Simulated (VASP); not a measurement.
Input:

```
CELL_PARAMETERS angstrom
      0.00000     3.01000     3.01000
      3.01000     0.00000     3.01000
      3.01000     3.01000     0.00000
ATOMIC_POSITIONS crystal
  Li 0.00000 0.00000 0.00000
  I  0.50000 0.50000 0.50000
```
Cell charge +0.1.

Method: PBE GGA, VASP's PBE PAW potentials (set 64) (plane waves; VASP). Numerical set-up: NELECT = 9.9, 520 eV cut-off, 7×7×7 Γ-centred mesh, Gaussian smearing of 0.050 eV, potentials Li_sv I.

The cell is charged, with a uniform compensating background. Unless said otherwise, spin-orbit coupling is left out, though it shifts the bands of the heavy elements here.

Problem. Predict the energy per atom (σ→0), pressure, band gap (on the k-mesh) with the smallest direct gap where there is one.

Solution. 
```json
{
 "band gap (on the k-mesh)": "none (metal, semimetal or under 0.01 eV)",
 "energy per atom (σ→0)": "-3.018 eV/atom",
 "pressure": "-2.52 GPa"
}
```

The compound is LiI in the rock salt structure. The cell was not relaxed at this level. The run is one of a series of settings (NELECT = 9.9 against the base run), some of them coarse on purpose.
